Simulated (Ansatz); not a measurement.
# CuO (Tenorite) (C2/c) in Ansatz: notebook

One crystal, CuO (Tenorite), is run at these levels: PBE; tasks: single point.

All numbers are computed with Ansatz 0.2.0; they aren't measurements. Logs are shortened: lines on timing, memory, paths and dates and some standing lists are left out, and cuts for length are marked.

### Step 1. The crystal as given

The structure is monoclinic, space group C2/c (No. 15). The conventional cell has a = 4.684 Å, b = 3.423 Å, c = 5.129 Å, α = 90.00°, β = 99.54°, γ = 90.00°. Cu (site symmetry -1) is surrounded by 4 O at 1.95 to 1.96 Å. Around O (site symmetry 2) lie 4 Cu at 1.95 to 1.96 Å.

### Step 2. Single point, PBE

Input file input.yaml:

```yaml
crystal:
  lattice:
    - [2.34185, -1.7113, 0.0]
    - [2.34185, 1.7113, 0.0]
    - [-0.8500274268, 0.0, 5.0578693947]
  atoms:
    - { symbol: Cu, position: [0.5, 0.0, 0.5] }
    - { symbol: Cu, position: [0.0, 0.5, 0.0] }
    - { symbol: O, position: [0.4184, 0.5816, 0.75] }
    - { symbol: O, position: [0.5816, 0.4184, 0.25] }
hamiltonian:
  xc: pbe
  pseudopotentials: { kind: paw }
kpoints:
  mp_grid: { grid: [10, 10, 5] }
scf:
  occupations: { method: gaussian, width: 0.023 }
output:
  forces: true
  stress: true
  eigenvalues: true
```

Potentials or basis: Ansatz PAW.

On the command line:

```console
ansatz run input.yaml --threads 2 --pin off --max-ram 5632MiB --backend cpu --events-out ev --progress --plain --runs-dir out
```

Standard output:

```text
Warning: RAYON_NUM_THREADS=2 ignored (pool sized by the plan → 2); use --threads N
Engine: ansatz 0.2.0, x86_64-unknown-linux-gnu
Pseudopotentials: kind: paw
Pseudopotential: Cu, paw, valence charge 19, recommended cutoff 420 eV (normal), Cu.paw.azcp
Pseudopotential: O, paw, valence charge 6, recommended cutoff 420 eV (normal), O.paw.azcp
Functional definition: PBE
  parameter kappa = 0.804
  parameter beta = 0.06672455060314922
  exchange = pbe_x(kappa = kappa, mu = beta*pi^2/3)
  correlation = pbe_c(beta = beta)
Crystal: 4 atoms, lattice volume = 40.540 Å³
Basis set: ecut = 420 eV, 787 PW (Γ), exchange–correlation on 40×40×72 points (8 copies of the dense FFT grid, shifted against one another)
Bands: 30, of which v1, the nominal top of the filled ones, is band 25 counted from 1 (24 counted from 0)
Symmetry: 4 space group operations
Space group: C2/c (ITA 15), of the structure as read, at distance tolerance 3.4e-5 Å
k-points: 141 of 500
Non-local potential: Cu, projectors of the file, l = 0: 3, l = 1: 2, l = 2: 3, l = 3: 1
Non-local potential: O, projectors of the file, l = 0: 2, l = 1: 2, l = 2: 1
PAW form: soft (Blöchl's): semilocal exchange-correlation on the pseudo side does not see the compensation charge
PAW one-centre angular grid: Cu, 590 points (default); XC on 64 Gauss nodes
PAW one-centre angular grid: O, 110 points (default); XC on 64 Gauss nodes
Initial density: superposition of atomic densities (neutral atoms: chi_scale 0, normalization atom), corrected by the library's trained network
Initial wavefunctions: pseudopotential atomic-orbital guess
Functional: x = pbe(κ = 0.804, μ = 0.2195149727645171), c = pbe(β = 0.06672455060314922)
SCF iter   1: F=—  HF=-14382.350832 eV  |F-HF|=—  |Δ(HF+E_count)|=         —  Δρ=5.18e-3  dr2=2.66e-3  ethr=1.77e-3  ⟨swp⟩=5.5  Hψ=14954  notcnv=0
preconditioner: auto → Kerker (q_TF=auto, 2.825 Å⁻¹)  [metal: Δε(μ)=0.008 eV  Ē_g=11.246 eV  σ=0.023 eV  W_gap=0.18  n_scr=20 (ndim 8)  ℏωp=34.0 eV  f_vac=0.000  D(μ)=2.17/eV (n_scr^D=20)]
SCF iter   2: F=—  HF=-14382.350207 eV  |F-HF|=—  |Δ(HF+E_count)|=   6.26e-4  Δρ=2.54e-3  dr2=7.92e-4  ethr=5.32e-6  ⟨swp⟩=2.0  Hψ=8102  notcnv=0  defer=7
SCF iter   3: F=—  HF=-14382.350021 eV  |F-HF|=—  |Δ(HF+E_count)|=   1.86e-4  Δρ=3.89e-4  dr2=4.75e-5  ethr=1.58e-6  ⟨swp⟩=2.9  Hψ=6365  notcnv=0  defer=7
SCF iter   4: F=—  HF=-14382.350036 eV  |F-HF|=—  |Δ(HF+E_count)|=   1.51e-5  Δρ=1.43e-4  dr2=6.93e-6  ethr=9.49e-8  ⟨swp⟩=2.1  Hψ=6511  notcnv=0  defer=7
SCF iter   5: F=—  HF=-14382.350037 eV  |F-HF|=—  |Δ(HF+E_count)|=   9.99e-7  Δρ=7.11e-5  dr2=1.20e-6  ethr=1.39e-8  ⟨swp⟩=2.4  Hψ=6485  notcnv=0  defer=7
SCF iter   6: F=—  HF=-14382.350037 eV  |F-HF|=—  |Δ(HF+E_count)|=   3.08e-8  Δρ=3.63e-5  dr2=3.64e-7  ethr=2.40e-9  ⟨swp⟩=2.0  Hψ=7473  notcnv=0  defer=7
SCF iter   7: F=-14382.350037 eV  HF=-14382.350037 eV  |F-HF|=1.10e-8  |Δ(HF+E_count)|=   7.25e-8  Δρ=8.56e-6  dr2=2.78e-8  ethr=2.00e-10  ⟨swp⟩=5.3  Hψ=17113  notcnv=0
SCF 1 converged in 7 iterations: F = -14382.350037 eV  dr2 = 2.78e-8
SCF converged after 7 iterations
Free energy (F): -14382.350037 eV
Harris-Foulkes:  -14382.350037 eV  (|F-HF|=1.10e-8)
Internal energy: -14382.349359 eV  (E = F + TS)
E sigma→0 (E₀):  -14382.349698 eV
Entropy (-TS):   -0.000678 eV (-0.169 meV/atom)
Fermi energy:    12.248851 eV
--- Per-component energies (eV) ---
  E_band       = -854.288035
  E_kinetic    = 943.174366
  E_local      = -9663.215256  (includes V_loc(G=0)·N_el)
  E_nonlocal   = 879.140169
  E_hartree    = 4186.597356
  E_xc         = -323.943647
  E_vxc        = -415.866588  (∫ρ·V_xc dr)
  E_paw        = -3639.779984  (= ΣΔE_a)
  E_vpaw       = -970.706776  (= ΣTr[D̂ρ^β])
  E_aug_tail   = 0.005569  (compensation charges beyond the density's cutoff)
  E_ewald      = -6764.327933
  E_smearing   = -0.000678  (= −TS)
  E_closure    = -0.000000  (closes the sum)
  Σ components = -14382.350037   (vs F -14382.350037, Δ=0.00e0)
--- Forces (eV/Å), atoms counted from 1 ---
  atom   1  Cu     0.00000000     0.00000000     0.00000000
  atom   2  Cu     0.00000000     0.00000000    -0.00000000
  atom   3  O      0.00000000    -0.26159487    -0.00000000
  atom   4  O      0.00000000     0.26159487     0.00000000
  max |Σ_I F_I| component: 6.31e-30 eV/Å
--- Stress (GPa, compression-positive) ---
        5.459360      -0.000000      -1.282821
       -0.000000       6.904979       0.000000
       -1.282824       0.000000       4.692303
  P = ⅓ Tr σ = 5.6855 GPa (56.855 kbar)
--- Band table (eV; the first three rows and the last of 141) ---
  k-point 0: bands = ["-100.3353", "-100.3347", "-57.8701", "-57.8699", "-57.8380", "-57.8294", "-57.4242", "-57.4237", "-7.7321", "-6.3954", "4.0445", "6.6589", "7.0571", "8.9308", "9.1071", "9.1149", "9.1798", "9.2717", "9.5458", "9.6354", "9.8692", "10.0359", "10.0952", "10.5895", "12.4589", "13.1958", "13.9431", "18.2476", "20.3784", "25.5750"]
  k-point 1: bands = ["-100.3352", "-100.3347", "-57.8701", "-57.8699", "-57.8372", "-57.8302", "-57.4241", "-57.4237", "-7.6243", "-6.5489", "4.4249", "6.7401", "7.0870", "8.3179", "8.5874", "8.6476", "9.2915", "9.4772", "9.7343", "9.7491", "9.9677", "10.1564", "10.3383", "10.4846", "12.4272", "13.0402", "14.4763", "17.6934", "21.2135", "25.6164"]
  k-point 2: bands = ["-100.3351", "-100.3349", "-57.8700", "-57.8699", "-57.8351", "-57.8324", "-57.4240", "-57.4238", "-7.3261", "-6.9189", "5.4521", "6.8418", "6.9460", "7.1361", "8.2110", "8.2702", "9.4501", "9.5434", "9.8128", "9.8807", "9.9390", "10.1522", "10.6085", "10.7213", "12.3981", "12.6699", "15.5810", "16.7065", "22.9210", "24.8660"]
  k-point 140: bands = ["-100.3337", "-100.3336", "-57.8833", "-57.8820", "-57.8342", "-57.8323", "-57.4327", "-57.4319", "-6.3280", "-6.2171", "5.3731", "5.8829", "6.5761", "6.6609", "7.0366", "7.4254", "9.4064", "9.6975", "9.9888", "10.0085", "10.5131", "10.5246", "10.9112", "11.0054", "11.5646", "12.2136", "16.8653", "18.0357", "20.8826", "21.5766"]
```

Wall time 8.5 s (2 threads of Intel Xeon at 2.50GHz (Skylake/Cascade Lake), shared host); peak memory 0.43 GiB.

What came out:

```
Free energy            : -14382.3500 eV
Pressure               : 5.7 GPa
Largest force          : 0.262 eV/Å
Band gap on the k mesh : none (metal or under the smearing width)
```

Forces in eV/Å, atoms in the order of the input:
```
Cu   0.000  0.000  0.000
Cu   0.000  0.000  0.000
O    0.000 -0.262  0.000
O    0.000  0.262  0.000
```

Stress tensor (GPa, compression positive):
```
 5.46  0.00 -1.28
 0.00  6.90  0.00
-1.28  0.00  4.69
```

Levels at points of the mesh, in eV from the Fermi level:
```
             k point  band 21  band 22  band 23  band 24  band 25  band 26  band 27  band 28  band 29  band 30
  (0.00, 0.00, 0.00)    -2.38    -2.21    -2.15    -1.66     0.21     0.95     1.69     6.00     8.13    13.33
 (0.00, -0.50, 0.00)    -2.05    -1.60    -1.51    -1.41     0.01     0.26     4.83     6.27     6.92    11.08
(-0.50, -0.50, 0.00)    -2.13    -2.12    -1.65    -1.21    -0.66     1.07     3.31     7.07     8.46     9.99
```

Caveat: the pressure holds a Pulay correction of +0.7 GPa for the finite cutoff; the run has no spin polarisation, though such a crystal can be magnetic; semilocal functionals often make such compounds metallic where correlation or magnetic order opens a gap, which also shifts bond lengths. With open d or f shells a metallic result of PBE can be an artefact of self-interaction; +U or a hybrid may open a gap.

### Step 3. Single point, PBE

input.yaml, as its differences from that of step 2:

```diff
@@ -16,3 +16,3 @@
 scf:
-  occupations: { method: gaussian, width: 0.023 }
+  occupations: { method: gaussian, width: 0.024 }
 output:
```

Potentials or basis: Ansatz PAW.

On the command line:

```console
ansatz run input.yaml --threads 2 --pin off --max-ram 5632MiB --backend cpu --events-out ev --progress --plain --runs-dir out
```

It took 8.9 s on 2 threads of Intel Xeon at 2.50GHz (Skylake/Cascade Lake), shared host; peak memory 0.43 GiB.

The run converged. Its results:

```yaml
Free_energy: -14382.3501 eV
Pressure: 5.7 GPa
Largest_force: 0.262 eV/Å
Band_gap_on_the_k_mesh: none (metal or under the smearing width)
```

Forces on the atoms (eV/Å):
```
Cu   0.000  0.000  0.000
Cu   0.000  0.000  0.000
O    0.000 -0.262  0.000
O    0.000  0.262  0.000
```

Stress tensor (GPa, compression positive):
```
 5.46  0.00 -1.28
 0.00  6.91  0.00
-1.28  0.00  4.69
```

Levels at points of the mesh, in eV from the Fermi level:
```
             k point  band 22  band 23  band 24  band 25  band 26  band 27  band 28  band 29
  (0.00, 0.00, 0.00)    -2.21    -2.15    -1.66     0.21     0.95     1.69     6.00     8.13
 (0.00, -0.50, 0.00)    -1.60    -1.51    -1.40     0.01     0.26     4.83     6.27     6.92
(-0.50, -0.50, 0.00)    -2.12    -1.65    -1.21    -0.66     1.07     3.31     7.07     8.46
```

Caveat: the pressure holds a Pulay correction of +0.7 GPa for the finite cutoff; the run has no spin polarisation, though such a crystal can be magnetic; semilocal functionals often make such compounds metallic where correlation or magnetic order opens a gap, which also shifts bond lengths. With open d or f shells a metallic result of PBE can be an artefact of self-interaction; +U or a hybrid may open a gap.
